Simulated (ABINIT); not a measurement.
# SnSe (Fm-3m) in ABINIT: convergence with pawecutdg

Aim: find how far pawecutdg must go before the results for SnSe settle, at RPBE. This setting moves, with any that are tied to it; all else stays.

Program: ABINIT 10.8.3 (patched build). These are calculated values, not measurements. Logs are shortened: lines on timing, memory, paths and dates and some standing lists are left out, and cuts for length are marked. The log counts tension as positive stress, the text compression.

### 1 The crystal as given

The structure is cubic, space group Fm-3m (No. 225). The conventional cell has a = 6.020 Å, b = 6.020 Å, c = 6.020 Å, α = 90.00°, β = 90.00°, γ = 90.00°. Sn (site symmetry m-3m) has 6 Se at 3.01 Å as nearest neighbours. Se (site symmetry m-3m) has 6 Sn at 3.01 Å as nearest neighbours.

Measurements of this composition are mostly on another form, of space group No. 62.

### 2 With pawecutdg 22 Ha

The input, run.abi:

```
# Pseudopotentials
pp_dirpath "./"
pseudos "Sn.GGA_PBE-JTH_sp.xml, Se.GGA_PBE-JTH.xml"

# Structure
acell 8.044153707 8.044153707 8.044153707
rprim
     0.0000000000     0.7071067812     0.7071067812
     0.7071067812     0.0000000000     0.7071067812
     0.7071067812     0.7071067812     0.0000000000
ntypat 2
znucl 50 34
natom 2
typat 1 2
xred
     0.0000000000     0.0000000000     0.0000000000
     0.5000000000     0.5000000000     0.5000000000

# Plane-wave basis
ecut 22.0
pawecutdg 22.0
pawxcdev 0

# k points
kptopt 1
ngkpt 8 8 8
nshiftk 1
shiftk 0.0 0.0 0.0

# Exchange and correlation
ixc 15

# Bands and occupations
nband 9
occopt 4
tsmear 0.1 eV

# SCF cycle
nstep 100
tolvrs 1.0e-9

# Output
iomode 3
prtwf 0
prtden 0
prteig 0
prtebands 0
enunit 1
```

Potentials or basis: JTH PAW PBE v2.0 sp.

Started as:

```bash
$ abinit run.abi > log 2>&1
```

Run time: 16 s. Hardware: 1 thread of Arm Neoverse V1, shared host; peak memory 0.11 GiB.

The run converged. Its results:

- Free energy: -357.4405 eV
- Pressure: 2.2 GPa
- Band gap on the k mesh: 0.52 eV, direct
- Valence electrons inside the program's atomic spheres: Sn 2.22; Se 3.90

### 3 With pawecutdg 26.4

Edit run.abi of step 2 so:

```diff
@@ -20,3 +20,3 @@
 ecut 22.0
-pawecutdg 22.0
+pawecutdg 26.4
 pawxcdev 0
```

Potentials or basis: JTH PAW PBE v2.0 sp.

Started as:

```bash
$ abinit run.abi > log 2>&1
```

It took 16 s on 1 thread of Arm Neoverse V1, shared host; peak memory 0.12 GiB.

Results (log left out):

```
Free energy                                           : -357.4390 eV
Pressure                                              : 2.4 GPa
Band gap on the k mesh                                : 0.52 eV, direct
Valence electrons inside the program's atomic spheres : Sn 2.22; Se 3.89
```

### 4 With pawecutdg 33

Edit run.abi of step 3 so:

```diff
@@ -20,3 +20,3 @@
 ecut 22.0
-pawecutdg 26.4
+pawecutdg 33.0
 pawxcdev 0
```

Started as:

```bash
$ abinit run.abi > log 2>&1
```

Wall time 16 s (1 thread of Arm Neoverse V1, shared host); peak memory 0.12 GiB.

The run converged. Its results:

```
Free energy                                           : -357.4396 eV
Pressure                                              : 2.3 GPa
Band gap on the k mesh                                : 0.52 eV, direct
Valence electrons inside the program's atomic spheres : Sn 2.22; Se 3.92
```

### 5 With pawecutdg 39.6

Edit run.abi of step 4 so:

```diff
@@ -20,3 +20,3 @@
 ecut 22.0
-pawecutdg 33.0
+pawecutdg 39.6
 pawxcdev 0
```

Started as:

```bash
$ abinit run.abi > log 2>&1
```

Run time: 16 s. Hardware: 1 thread of Arm Neoverse V1, shared host; peak memory 0.13 GiB.

Results (log left out):

* Free energy: -357.4372 eV
* Pressure: 2.3 GPa
* Band gap on the k mesh: 0.53 eV, direct
* Valence electrons inside the program's atomic spheres: Sn 2.22; Se 3.90

### 6 With pawecutdg 48.4

Edit run.abi of step 5 so:

```diff
@@ -20,3 +20,3 @@
 ecut 22.0
-pawecutdg 39.6
+pawecutdg 48.4
 pawxcdev 0
```

Potentials or basis: JTH PAW PBE v2.0 sp.

Started as:

```bash
$ abinit run.abi > log 2>&1
```

It took 17 s on 1 thread of Arm Neoverse V1, shared host; peak memory 0.14 GiB.

Results (log left out):

| Item | Value |
| --- | --- |
| Free energy | -357.4375 eV |
| Pressure | 2.3 GPa |
| Band gap on the k mesh | 0.53 eV, direct |
| Valence electrons inside the program's atomic spheres | Sn 2.22; Se 3.91 |

### 7 With pawecutdg 59.4

Edit run.abi of step 6 so:

```diff
@@ -20,3 +20,3 @@
 ecut 22.0
-pawecutdg 48.4
+pawecutdg 59.4
 pawxcdev 0
```

Started as:

```bash
$ abinit run.abi > log 2>&1
```

Run time: 16 s. Hardware: 1 thread of Arm Neoverse V1, shared host; peak memory 0.16 GiB.

Results (log left out):

| Property | Result |
| --- | --- |
| Free energy | -357.4376 eV |
| Pressure | 2.3 GPa |
| Band gap on the k mesh | 0.53 eV, direct |
| Valence electrons inside the program's atomic spheres | Sn 2.22; Se 3.91 |

### 8 With pawecutdg 72.6

Edit run.abi of step 7 so:

```diff
@@ -20,3 +20,3 @@
 ecut 22.0
-pawecutdg 59.4
+pawecutdg 72.6
 pawxcdev 0
```

Potentials or basis: JTH PAW PBE v2.0 sp.

Started as:

```bash
$ abinit run.abi > log 2>&1
```

run.abo:

```text
.Version 10.8.3 of ABINIT
 Symmetries : space group Fm -3 m (#225); Bravais cF (face-center cubic)
================================================================================
 Values of the parameters that define the memory need of the present run
     intxc =       0    ionmov =       0      iscf =      17    lmnmax =      13
     lnmax =       5     mgfft =      36  mpssoang =       3    mqgrid =    3001
     natom =       2  nloc_mem =       2    nspden =       1   nspinor =       1
    nsppol =       1      nsym =      48    n1xccc =       1    ntypat =       2
    occopt =       4   xclevel =       2
       mpw =        1839          nfft =       46656          nkpt =          29
 PAW method is used; the additional fine FFT grid is defined by:
   mgfftf=        64    nfftf =    262144
================================================================================
================================================================================

--------------------------------------------------------------------------------
------------- Echo of variables that govern the present computation ------------
--------------------------------------------------------------------------------
 -outvars: echo values of preprocessed input variables --------
            acell      8.0441537070E+00  8.0441537070E+00  8.0441537070E+00 Bohr
              amu      1.18710000E+02  7.89600000E+01
             ecut      2.20000000E+01 Hartree
           enunit           1
              ixc          15
         kptrlatt        8    0    0      0    8    0      0    0    8
          kptrlen      6.43532297E+01
            natom           2
            nband           9
            ngfft          36      36      36
          ngfftdg          64      64      64
             nkpt          29
            nstep         100
             nsym          48
           ntypat           2
           occopt           4
        pawecutdg      7.26000000E+01 Hartree
         pawxcdev           0
           prtden           0
        prtebands           0
           prteig           0
            prtwf           0
            rprim      0.0000000000E+00  7.0710678120E-01  7.0710678120E-01
                       7.0710678120E-01  0.0000000000E+00  7.0710678120E-01
                       7.0710678120E-01  7.0710678120E-01  0.0000000000E+00
          spgroup         225
           tolvrs      1.00000000E-09
           tsmear      3.67493222E-03 Hartree
            typat      1  2
           useylm           1
           xangst      0.0000000000E+00  0.0000000000E+00  0.0000000000E+00
                       3.0099999980E+00  3.0099999980E+00  3.0099999980E+00
            xcart      0.0000000000E+00  0.0000000000E+00  0.0000000000E+00
                       5.6880756352E+00  5.6880756352E+00  5.6880756352E+00
             xred      0.0000000000E+00  0.0000000000E+00  0.0000000000E+00
                       5.0000000000E-01  5.0000000000E-01  5.0000000000E-01
            znucl       50.00000   34.00000

================================================================================

 chkinp: Checking input parameters for consistency.

================================================================================
[... 115 lines left out ...]

 Mean square residual over all n,k,spin=   63.288E-11; max=  13.386E-08
 reduced coordinates (array xred) for    2 atoms
       0.000000000000      0.000000000000      0.000000000000
       0.500000000000      0.500000000000      0.500000000000
 rms dE/dt=  0.0000E+00; max dE/dt=  0.0000E+00; dE/dt below (all hartree)
    1       0.000000000000      0.000000000000      0.000000000000
    2       0.000000000000      0.000000000000      0.000000000000

 cartesian coordinates (angstrom) at end:
    1      0.00000000000000     0.00000000000000     0.00000000000000
    2      3.00999999801685     3.00999999801685     3.00999999801685

 cartesian forces (hartree/bohr) at end:
    1     -0.00000000000000    -0.00000000000000    -0.00000000000000
    2     -0.00000000000000    -0.00000000000000    -0.00000000000000
 frms,max,avg= 0.0000000E+00 0.0000000E+00   0.000E+00  0.000E+00  0.000E+00 h/b

 cartesian forces (eV/Angstrom) at end:
    1     -0.00000000000000    -0.00000000000000    -0.00000000000000
    2     -0.00000000000000    -0.00000000000000    -0.00000000000000
 frms,max,avg= 0.0000000E+00 0.0000000E+00   0.000E+00  0.000E+00  0.000E+00 e/A
 length scales=  8.044153707000  8.044153707000  8.044153707000 bohr
              =  4.256782819857  4.256782819857  4.256782819857 angstroms
 Fermi (or HOMO) energy (eV) =   1.74118   Average Vxc (eV)=  -9.48650
 Eigenvalues (   eV  ) for nkpt=  29  k points:
 kpt#   1, nband=  9, wtk=  0.00195, kpt=  0.0000  0.0000  0.0000 (reduced coord)
 -12.25100   -3.42137   -0.58389   -0.58389   -0.58389    5.97329    5.97329    5.97329
   7.48352
 prteigrs : prtvol=0 or 1, do not print more k-points.

--- !EnergyTerms
iteration_state     : {dtset: 1, }
comment             : Components of total free energy in Hartree
kinetic             :  4.51854382082086E+00
hartree             :  1.23502191783500E+00
xc                  : -1.06733241712059E+01
Ewald energy        : -1.27776081477244E+01
psp_core            :  1.60933289401950E+00
local_psp           : -3.81313462576290E+00
PAW spherical_terms :  6.76558018343912E+00
internal            : -1.31355881285787E+01
'-kT*entropy'       :  3.58244436642072E-06
total_energy        : -1.31355845461343E+01
total_energy_eV     : -3.57437464651600E+02
...

--- !EnergyTermsDC
iteration_state     : {dtset: 1, }
comment             : '"Double-counting" decomposition of free energy'
band_energy         : -1.46824374080711E+00
Ewald energy        : -1.27776081477244E+01
psp_core            :  1.60933289401950E+00
xc_dc               : -6.40583524127464E+00
PAW spherical_terms :  5.90676213464881E+00
internal            : -1.31355921011378E+01
'-kT*entropy'       :  3.58244436642072E-06
total_energy_dc     : -1.31355885186934E+01
total_energy_dc_eV  : -3.57437572750440E+02
...

--- !EnergyTermsWithPAWCore
iteration_state     : {dtset: 1, }
comment             : 'Components of total free energy, including PAW core contributions'
Total energy        : -8.60800263482176E+03
Total energy DC     : -8.60800263879432E+03
Total energy (eV)   : -2.34235684502557E+05
Total energy DC (eV): -2.34235684610656E+05
...

 Cartesian components of stress tensor (hartree/bohr^3)
  sigma(1 1)= -7.86902644E-05  sigma(3 2)=  0.00000000E+00
  sigma(2 2)= -7.86902644E-05  sigma(3 1)=  0.00000000E+00
  sigma(3 3)= -7.86902644E-05  sigma(2 1)=  0.00000000E+00

-Cartesian components of stress tensor (GPa)         [Pressure=  2.3151E+00 GPa]
- sigma(1 1)= -2.31514751E+00  sigma(3 2)=  0.00000000E+00
- sigma(2 2)= -2.31514751E+00  sigma(3 1)=  0.00000000E+00
- sigma(3 3)= -2.31514751E+00  sigma(2 1)=  0.00000000E+00

== END DATASET(S) ==============================================================
================================================================================

 -outvars: echo values of variables after computation  --------
            acell      8.0441537070E+00  8.0441537070E+00  8.0441537070E+00 Bohr
           etotal     -1.3135588519E+01
            fcart     -0.0000000000E+00 -0.0000000000E+00 -0.0000000000E+00
                      -0.0000000000E+00 -0.0000000000E+00 -0.0000000000E+00
            rprim      0.0000000000E+00  7.0710678120E-01  7.0710678120E-01
                       7.0710678120E-01  0.0000000000E+00  7.0710678120E-01
                       7.0710678120E-01  7.0710678120E-01  0.0000000000E+00
           strten     -7.8690264353E-05 -7.8690264353E-05 -7.8690264353E-05
                       0.0000000000E+00  0.0000000000E+00  0.0000000000E+00
           xangst      0.0000000000E+00  0.0000000000E+00  0.0000000000E+00
                       3.0099999980E+00  3.0099999980E+00  3.0099999980E+00
             xred      0.0000000000E+00  0.0000000000E+00  0.0000000000E+00
                       5.0000000000E-01  5.0000000000E-01  5.0000000000E-01
 Calculation completed.
```

Wall time 16 s (1 thread of Arm Neoverse V1, shared host); peak memory 0.18 GiB.

Results:

```
Free energy                                           : -357.4376 eV
Pressure                                              : 2.3 GPa
Band gap on the k mesh                                : 0.53 eV, direct
Valence electrons inside the program's atomic spheres : Sn 2.22; Se 3.91
```

### 9 Summary

```
pawecutdg  energy less the tightest run (meV/atom)  pressure (GPa)  SCF cycles  CPU time (s)  peak memory (GiB)
    22 Ha                                    -1.49            2.22          10            16               0.11
     26.4                                    -0.71            2.43          10            16               0.12
       33                                    -1.01            2.32          10            16               0.12
     39.6                                     0.19            2.30          10            16               0.13
     48.4                                     0.05            2.33          10            17               0.14
     59.4                                    -0.04            2.32          10            16               0.16
     72.6                                     0.00            2.32          10            16               0.18
```

Against the tightest run, the energy stays within 1 meV/atom from 39.6 on; the pressure stays within 0.1 GPa from 33 on. The tightest run that finished is the yardstick and may itself not be fully converged.

Caveats: the PAW data sets were made with another functional, which shifts forces and pressure a little; spin-orbit coupling is left out, which moves the levels of the heavy elements; this set keeps more shells in the core, which shifts pressures and gaps.
